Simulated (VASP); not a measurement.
# Nb in VASP: further runs

The runs below take Nb through work function, with PBE, LDA, PBEsol.

All numbers are computed with VASP 6.6.1; they aren't measurements. Logs are shortened: lines on timing, memory, paths and dates and some standing lists are left out, and cuts for length are marked.

## Step 1: The structure

The cell holds a slab with vacuum, 9 atoms: a = 3.310 Å, b = 2.867 Å, c = 33.724 Å, α = 90.00°, β = 90.00°, γ = 54.74°.

The cell was built by a generator and needn't be a form met in nature.

## Step 2: Work function, PBE

Input file INCAR:

```
SYSTEM = Nb
PREC     = Accurate       ! precision mode
ENCUT    = 520            ! plane-wave cutoff, eV
EDIFF    = 1E-7           ! SCF threshold, eV
ISMEAR   = 1              ! smearing method
SIGMA    = 0.1            ! smearing width, eV
LREAL    = .False.        ! projectors in reciprocal space
LASPH    = .True.         ! aspherical terms in the spheres
NELM     = 80             ! most SCF steps
ALGO     = Normal         ! electronic algorithm
ISIF     = 2              ! what is computed and relaxed
LWAVE    = .False.        ! write WAVECAR
LCHARG   = .True.         ! write CHGCAR
GGA      = PE             ! functional
LVHAR    = .True.       
LVACPOTAV= .True.       
KPAR     = 2
```

Input file KPOINTS:

```
Automatic mesh
0
Gamma
  14 14 1
  0 0 0
```

Input file POSCAR:

```
Nb                                      
1.0
    3.3100000000      0.0000000000      0.0000000000
    1.6550000000      2.3405234500      0.0000000000
    0.0000000000      0.0000000000     33.7241875700
  Nb            
     9
Direct
     0.0000000000000000    1.0000000000000000    0.2270467101916220
     0.5000000000000000    1.0000000000000000    0.2928504506673547
     0.0000000000000000    0.0000000000000000    0.3623773069046406
     0.5000000000000000    1.0000000000000000    0.4310591019935797
     0.0000000000000000    0.0000000000000000    0.5000000000000000
     0.5000000000000000    0.0000000000000000    0.5689408980064202
     0.0000000000000000    1.0000000000000000    0.6376226930953595
     0.5000000000000000    0.0000000000000000    0.7071495493326451
     0.0000000000000000    0.0000000000000000    0.7729532898083710
```

Potentials or basis: VASP PAW PBE potentials, release 64 (Nb_sv).

On the command line:

```
cat potpaw_PBE.64/Nb_sv/POTCAR > POTCAR
mpirun -np 2 vasp_std > vasp.out
```

OUTCAR:

```text
SYSTEM = Nb
   PREC = Accurate
   ENCUT = 520
   EDIFF = 1E-7
   ISMEAR = 1
   LREAL = .False.
   LASPH = .True.
   NELM = 80
   ISIF = 2
   GGA = PE

 ion  position               nearest neighbor table
   1  0.000  0.000  0.227-   2 2.77   2 2.77
   2  0.500  0.000  0.293-   1 2.77   1 2.77   3 2.87   3 2.87
   3  0.000  0.000  0.362-   4 2.85   4 2.85   2 2.87   2 2.87
   4  0.500  0.000  0.431-   3 2.85   3 2.85   5 2.85   5 2.85
   5  0.000  0.000  0.500-   4 2.85   6 2.85   4 2.85   6 2.85
   6  0.500  0.000  0.569-   7 2.85   7 2.85   5 2.85   5 2.85
   7  0.000  0.000  0.638-   6 2.85   6 2.85   8 2.87   8 2.87
   8  0.500  0.000  0.707-   9 2.77   9 2.77   7 2.87   7 2.87
   9  0.000  0.000  0.773-   8 2.77   8 2.77

  LATTYP: Found a base centered orthorhombic cell.
 ALAT       =     3.3100000000
 B/A-ratio  =     1.4142135650
 C/A-ratio  =    10.1885763051

  Lattice vectors:

 A1 = (   1.6550000000,  -2.3405234500,   0.0000000000)
 A2 = (   1.6550000000,   2.3405234500,   0.0000000000)
 A3 = (   0.0000000000,   0.0000000000,  33.7241875700)

Analysis of symmetry for initial positions (statically):
=====================================================================
 Subroutine PRICEL returns:
 Original cell was already a primitive cell.

 Routine SETGRP: Setting up the symmetry group for a
 base centered orthorhombic supercell.

 Subroutine GETGRP returns: Found  8 space group operations
 (whereof  8 operations were pure point group operations)
 out of a pool of  8 trial point group operations.

The static configuration has the point symmetry D_2h.

Analysis of symmetry for dynamics (positions and initial velocities):
=====================================================================
 Subroutine PRICEL returns:
 Original cell was already a primitive cell.

 Routine SETGRP: Setting up the symmetry group for a
 base centered orthorhombic supercell.

 Subroutine GETGRP returns: Found  8 space group operations
 (whereof  8 operations were pure point group operations)
 out of a pool of  8 trial point group operations.

The dynamic configuration has the point symmetry D_2h.

 Subroutine INISYM returns: Found  8 space group operations
 (whereof  8 operations are pure point group operations),
 and found     1 'primitive' translations

----------------------------------------------------------------------------------------

                                     Primitive cell

  volume of cell :     261.2658

  direct lattice vectors                    reciprocal lattice vectors
     3.310000000  0.000000000  0.000000000     0.302114804 -0.213627426  0.000000000
     1.655000000  2.340523450  0.000000000     0.000000000  0.427254852  0.000000000
     0.000000000  0.000000000 33.724187570     0.000000000  0.000000000  0.029652308

  length of vectors
     3.310000000  2.866544090 33.724187570     0.370013556  0.427254852  0.029652308

  position of ions in fractional coordinates (direct lattice)
     0.000000000  0.000000000  0.227046710
     0.500000000  0.000000000  0.292850451
     0.000000000  0.000000000  0.362377307
     0.500000000  0.000000000  0.431059102
     0.000000000  0.000000000  0.500000000
     0.500000000  0.000000000  0.568940898
     0.000000000  0.000000000  0.637622693
     0.500000000  0.000000000  0.707149549
     0.000000000  0.000000000  0.772953290

  ion indices of the primitive-cell ions
   primitive index   ion index
                 1           1
                 2           2
                 3           3
                 4           4
                 5           5
                 6           6
                 7           7
                 8           8
                 9           9

----------------------------------------------------------------------------------------

 KPOINTS: Automatic mesh

Automatic generation of k-mesh.
 Grid dimensions read from file:
 generate k-points for:   14   14    1

 Generating k-lattice:

  Cartesian coordinates                     Fractional coordinates (reciprocal lattice)
     0.021579629 -0.015259102  0.000000000     0.071428571  0.000000000  0.000000000
     0.000000000  0.030518204  0.000000000     0.000000000  0.071428571  0.000000000
     0.000000000  0.000000000  0.029652308     0.000000000  0.000000000  1.000000000

  Length of vectors
     0.026429540  0.030518204  0.029652308

  Shift w.r.t. Gamma in fractional coordinates (k-lattice)
     0.000000000  0.000000000  0.000000000

 Subroutine IBZKPT returns following result:
 ===========================================

 Found     57 irreducible k-points:

 Following reciprocal coordinates:
            Coordinates               Weight
  0.000000  0.000000  0.000000      1.000000
  0.071429 -0.000000  0.000000      4.000000
  0.142857  0.000000  0.000000      4.000000
  0.214286  0.000000  0.000000      4.000000
  0.285714  0.000000  0.000000      4.000000
  0.357143 -0.000000  0.000000      4.000000
[... 16 lines left out ...]
  0.285714  0.142857  0.000000      2.000000
  0.357143  0.142857  0.000000      4.000000
 [... further k-points ...]
   k-points           NKPTS =     57   k-points in BZ     NKDIM =     57   number of bands    NBANDS=     70
   number of dos      NEDOS =    301   number of ions     NIONS =      9
   total plane-waves  NPLWV = 169344
   dimension x,y,z NGX =    28 NGY =   24 NGZ =  252
   dimension x,y,z NGXF=    56 NGYF=   48 NGZF=  504
   ions per type =               9
   NGX,Y,Z   is equivalent  to a cutoff of  14.06, 13.92, 12.42 a.u.
   NGXF,Y,Z  is equivalent  to a cutoff of  28.13, 27.84, 24.85 a.u.
 SYSTEM =  Nb
   PREC   = accura    normal or accurate (medium, high low for compatibility)
   ISTART =      0    job   : 0-new  1-cont  2-samecut
   ICHARG =      2    charge: 1-file 2-atom 10-const
   ISPIN  =      1    spin polarized calculation?
   LNONCOLLINEAR =      F non collinear calculations
   LSORBIT =      F    spin-orbit coupling
   LASPH  =      T    aspherical Exc in radial PAW
   ENCUT  =  520.0 eV  38.22 Ry    6.18 a.u.   6.15  5.33 62.70*2*pi/ulx,y,z
   NELM   =     80;   NELMIN=  2; NELMDL= -5     # of ELM steps
   EDIFF  = 0.1E-06   stopping-criterion for ELM
   LREAL  =      F    real-space projection
   EDIFFG = 0.1E-05   stopping-criterion for IOM
   NSW    =      0    number of steps for IOM
   IBRION =     -1    ionic relax: 0-MD 1-quasi-New 2-CG
   NFREE  =      0    steps in history (QN), initial steepest desc. (CG)
   ISIF   =      2    stress and relaxation
   ISYM   =      2    0-nonsym 1-usesym 2-fastsym
   POTIM  = 0.5000    time-step for ionic-motion
   TEBEG  =    0.0;   TEEND  =   0.0 temperature during run
   PSTRESS=    0.0 pullay stress
   NELECT =     117.0000    total number of electrons
   NUPDOWN=      -1.0000    fix difference up-down
   EMIN   =  10.00;   EMAX   =-10.00  energy-range for DOS
   EFERMI =   0.00;   METHOD = LEGACY
   ISMEAR =     1;   SIGMA  =   0.10  broadening in eV -4-tet -1-fermi 0-gaus
   EFERMI_NEDOS =   21; number of points for ismear=-14 and -15
   IALGO  =     38    algorithm
   IMIX   =      4    mixing-type and parameters
     AMIX     =   0.40;   BMIX     =  1.00
     AMIX_MAG =   1.60;   BMIX_MAG =  1.00
  volume/ion in A,a.u.               =      29.03       195.90
  Fermi-wavevector in a.u.,A,eV,Ry     =   1.252495  2.366872 21.344050  1.568743
  Thomas-Fermi vector in A             =   2.386392
   LORBIT       =      0    0 simple, 1 ext, 2 COOP (PROOUT), +10 PAW based schemes
   GGA     = PE    functional components
   LHFCALC =     F    Hartree Fock is set to
   AEXX    =    0.0000 exact exchange contribution
   IVDW    =     0    specifies the selected vdW correction
   LEPSILON=     F    determine dielectric tensor
   LRPA    =     F    only Hartree local field effects (RPA)
 non-spin polarized calculation
 Methfessel and Paxton  Order N= 1 SIGMA  =   0.10
  energy-cutoff  :      520.00
  volume of cell :      261.27
 maximum number of plane-waves:      7088
 NGX is ok and might be reduce to    28
   NGX = 13   NGY = 11   NGZ =125

 number of electron     117.0000004 magnetization

 Free energy of the ion-electron system (eV)
  ---------------------------------------------------
  ext. energy  EPLUGINS =         0.00000000
  ---------------------------------------------------
  free energy    TOTEN  =       -89.92331675 eV

  energy without entropy =      -89.92348378  energy(sigma->0) =      -89.92337243

 E-fermi :   5.3392     XC(G=0):  -8.3551

 val. band max:        5.3371926493   @ k =   0.0714  -0.0000   0.0000
 cond. band min:       5.3401726878   @ k =   0.5000   0.2143   0.0000
 fundamental gap:      0.0029800385
 Fermi energy:         5.3391967633

 k-point     1 :       0.0000    0.0000    0.0000
  band No.  band energies     occupation
      1     -49.2521      2.00000
      2     -49.2521      2.00000
      3     -49.0126      2.00000
      4     -48.9949      2.00000
      5     -48.9524      2.00000
      6     -48.9028      2.00000
[... 62 lines left out ...]
     69       7.9152      0.00000
     70       7.9739      0.00000

 k-point     2 :       0.0714   -0.0000    0.0000
  band No.  band energies     occupation
      1     -49.2451      2.00000
      2     -49.2451      2.00000
      3     -49.0043      2.00000
      4     -48.9875      2.00000
      5     -48.9459      2.00000
      6     -48.8975      2.00000
[... 62 lines left out ...]
     69       7.7775      0.00000
     70       7.8808      0.00000

 k-point     3 :       0.1429    0.0000    0.0000
  band No.  band energies     occupation
      1     -49.2255      2.00000
      2     -49.2255      2.00000
      3     -48.9805      2.00000
      4     -48.9662      2.00000
      5     -48.9274      2.00000
      6     -48.8827      2.00000
[... 1522 lines left out ...]
     69       7.5640      0.00000
     70       7.9856      0.00000

 k-point    24 :       0.3571    0.1429    0.0000
  band No.  band energies     occupation
      1     -49.1615      2.00000
      2     -49.1615      2.00000
      3     -48.8941      2.00000
      4     -48.8910      2.00000
      5     -48.8620      2.00000
      6     -48.8392      2.00000
[... 62 lines left out ...]
     69       7.7819      0.00000
     70       7.8562      0.00000

 [... further k-points ...]

------------------------ aborting loop because EDIFF is reached ----------------------------------------

  FORCE on cell =-STRESS in cart. coord.  units (eV):
  Direction    XX          YY          ZZ          XY          YZ          ZX
  --------------------------------------------------------------------------------------
  -------------------------------------------------------------------------------------
  Total       -1.0320449     -1.3217767      0.1637273     -0.0000000      0.0000000      0.0000000
  in kB       -6.3288772     -8.1056189      1.0040358     -0.0000000      0.0000000      0.0000000
  external PRESSURE =      -4.4768201 kB  Pullay stress =       0.0000000 kB

 VOLUME and BASIS-vectors are now :
 -----------------------------------------------------------------------------
  energy-cutoff  :      520.00
  volume of cell :      261.27
      direct lattice vectors                 reciprocal lattice vectors
     3.310000000  0.000000000  0.000000000     0.302114804 -0.213627426  0.000000000
     1.655000000  2.340523450  0.000000000     0.000000000  0.427254852  0.000000000
     0.000000000  0.000000000 33.724187570     0.000000000  0.000000000  0.029652308

 POSITION                                       TOTAL-FORCE (eV/Angst)
 -----------------------------------------------------------------------------------
      0.00000      0.00000      7.65697         0.000000      0.000000     -0.003985
      1.65500      0.00000      9.87614         0.000000      0.000000     -0.012857
      0.00000      0.00000     12.22088        -0.000000      0.000000      0.004322
      1.65500      0.00000     14.53712         0.000000     -0.000000     -0.013307
      0.00000      0.00000     16.86209         0.000000      0.000000      0.000000
      1.65500      0.00000     19.18707         0.000000      0.000000      0.013307
      0.00000      0.00000     21.50331        -0.000000      0.000000     -0.004322
      1.65500      0.00000     23.84804         0.000000      0.000000      0.012857
      0.00000      0.00000     26.06722         0.000000     -0.000000      0.003985
 -----------------------------------------------------------------------------------
    total drift:                                0.000000     -0.000000      0.000000

  FREE ENERGIE OF THE ION-ELECTRON SYSTEM (eV)
  ---------------------------------------------------
  free  energy   TOTEN  =       -89.9233167511 eV

  energy  without entropy=      -89.9234837815  energy(sigma->0) =      -89.92337243
```

It took 24 min on 2 MPI ranks of AMD EPYC 9R45 (Zen 5), shared host; peak memory 0.86 GiB.

What came out:

* Free energy: -89.9233 eV
* Largest force: 0.013 eV/Å
* Band gap on the k mesh: none (metal or under the smearing width)

Forces on the atoms (eV/Å):
```
Nb   0.000  0.000 -0.004
Nb   0.000  0.000 -0.013
Nb   0.000  0.000  0.004
Nb   0.000  0.000 -0.013
Nb   0.000  0.000  0.000
Nb   0.000  0.000  0.013
Nb   0.000  0.000 -0.004
Nb   0.000  0.000  0.013
Nb   0.000  0.000  0.004
```

## Step 3: Work function, LDA

Edit INCAR of step 2 so:

```diff
@@ -13,3 +13,2 @@
 LCHARG   = .True.         ! write CHGCAR
-GGA      = PE             ! functional
 LVHAR    = .True.
```

KPOINTS is that of step 2.

POSCAR is that of step 2.

Potentials or basis: VASP PAW LDA potentials, release 64 (Nb_sv).

On the command line:

```
cat potpaw_LDA.64/Nb_sv/POTCAR > POTCAR
mpirun -np 2 vasp_std > vasp.out
```

OUTCAR:

```text
SYSTEM = Nb
   PREC = Accurate
   ENCUT = 520
   EDIFF = 1E-7
   ISMEAR = 1
   LREAL = .False.
   LASPH = .True.
   NELM = 80
   ISIF = 2

 ion  position               nearest neighbor table
   1  0.000  0.000  0.227-   2 2.77   2 2.77
   2  0.500  0.000  0.293-   1 2.77   1 2.77   3 2.87   3 2.87
   3  0.000  0.000  0.362-   4 2.85   4 2.85   2 2.87   2 2.87
   4  0.500  0.000  0.431-   3 2.85   3 2.85   5 2.85   5 2.85
   5  0.000  0.000  0.500-   4 2.85   6 2.85   4 2.85   6 2.85
   6  0.500  0.000  0.569-   7 2.85   7 2.85   5 2.85   5 2.85
   7  0.000  0.000  0.638-   6 2.85   6 2.85   8 2.87   8 2.87
   8  0.500  0.000  0.707-   9 2.77   9 2.77   7 2.87   7 2.87
   9  0.000  0.000  0.773-   8 2.77   8 2.77

  LATTYP: Found a base centered orthorhombic cell.
 ALAT       =     3.3100000000
 B/A-ratio  =     1.4142135650
 C/A-ratio  =    10.1885763051

  Lattice vectors:

 A1 = (   1.6550000000,  -2.3405234500,   0.0000000000)
 A2 = (   1.6550000000,   2.3405234500,   0.0000000000)
 A3 = (   0.0000000000,   0.0000000000,  33.7241875700)
[... 197 lines left out ...]

 k-point     1 :       0.0000    0.0000    0.0000
  band No.  band energies     occupation
      1     -49.1649      2.00000
      2     -49.1649      2.00000
      3     -48.9208      2.00000
      4     -48.9027      2.00000
      5     -48.8593      2.00000
      6     -48.8083      2.00000
[... 1741 lines left out ...]
     69       7.5499      0.00000
     70       7.6166      0.00000

 [... further k-points ...]

------------------------ aborting loop because EDIFF is reached ----------------------------------------

  FORCE on cell =-STRESS in cart. coord.  units (eV):
  Direction    XX          YY          ZZ          XY          YZ          ZX
  --------------------------------------------------------------------------------------
  -------------------------------------------------------------------------------------
  Total      -10.9402010    -11.1245311     -8.6989161      0.0000000      0.0000000      0.0000000
  in kB      -67.0893212    -68.2197007    -53.3449406      0.0000000      0.0000000      0.0000000
  external PRESSURE =     -62.8846542 kB  Pullay stress =       0.0000000 kB

 VOLUME and BASIS-vectors are now :
 -----------------------------------------------------------------------------
  energy-cutoff  :      520.00
  volume of cell :      261.27
      direct lattice vectors                 reciprocal lattice vectors
     3.310000000  0.000000000  0.000000000     0.302114804 -0.213627426  0.000000000
     1.655000000  2.340523450  0.000000000     0.000000000  0.427254852  0.000000000
     0.000000000  0.000000000 33.724187570     0.000000000  0.000000000  0.029652308

 POSITION                                       TOTAL-FORCE (eV/Angst)
 -----------------------------------------------------------------------------------
      0.00000      0.00000      7.65697        -0.000000      0.000000      0.514493
      1.65500      0.00000      9.87614        -0.000000     -0.000000     -0.076704
      0.00000      0.00000     12.22088         0.000000      0.000000      0.024926
      1.65500      0.00000     14.53712         0.000000     -0.000000     -0.011514
      0.00000      0.00000     16.86209        -0.000000      0.000000      0.000000
      1.65500      0.00000     19.18707        -0.000000      0.000000      0.011514
      0.00000      0.00000     21.50331        -0.000000      0.000000     -0.024926
      1.65500      0.00000     23.84804         0.000000      0.000000      0.076704
      0.00000      0.00000     26.06722         0.000000      0.000000     -0.514493
 -----------------------------------------------------------------------------------
    total drift:                                0.000000     -0.000000      0.000000

  FREE ENERGIE OF THE ION-ELECTRON SYSTEM (eV)
  ---------------------------------------------------
  free  energy   TOTEN  =       -98.7417334971 eV

  energy  without entropy=      -98.7404831992  energy(sigma->0) =      -98.74131673
```

OSZICAR:

```text
N       E                     dE             d eps       ncg     rms          rms(c)
DAV:   1     0.174468806737E+04    0.17447E+04   -0.64279E+04  8900   0.167E+03
DAV:   2     0.563380016122E+02   -0.16884E+04   -0.16525E+04 10140   0.806E+02
DAV:   3    -0.895088264447E+02   -0.14585E+03   -0.14168E+03 14000   0.172E+02
[... 28 lines left out ...]
DAV:  32    -0.987417320684E+02   -0.43980E-06   -0.65910E-08  5768   0.250E-03    0.182E-03
DAV:  33    -0.987417328050E+02   -0.73666E-06   -0.43242E-08  5584   0.122E-03    0.124E-03
DAV:  34    -0.987417330846E+02   -0.27959E-06   -0.21273E-08  5376   0.123E-03    0.893E-04
DAV:  35    -0.987417334567E+02   -0.37209E-06   -0.52412E-08  5744   0.969E-04    0.414E-04
DAV:  36    -0.987417334971E+02   -0.40358E-07   -0.12033E-08  5280   0.988E-04
   1 F= -.98741733E+02 E0= -.98741317E+02  d E =-.125030E-02
```

Wall time 20 min (2 MPI ranks of AMD EPYC 9R45 (Zen 5), shared host); peak memory 0.78 GiB.

What came out:

- Free energy: -98.7417 eV
- Largest force: 0.514 eV/Å
- Band gap on the k mesh: none (metal or under the smearing width)

Forces in eV/Å, atoms in the order of the input:
```
Nb   0.000  0.000  0.514
Nb   0.000  0.000 -0.077
Nb   0.000  0.000  0.025
Nb   0.000  0.000 -0.012
Nb   0.000  0.000  0.000
Nb   0.000  0.000  0.012
Nb   0.000  0.000 -0.025
Nb   0.000  0.000  0.077
Nb   0.000  0.000 -0.514
```

(Part 1 of 2 ends here.)
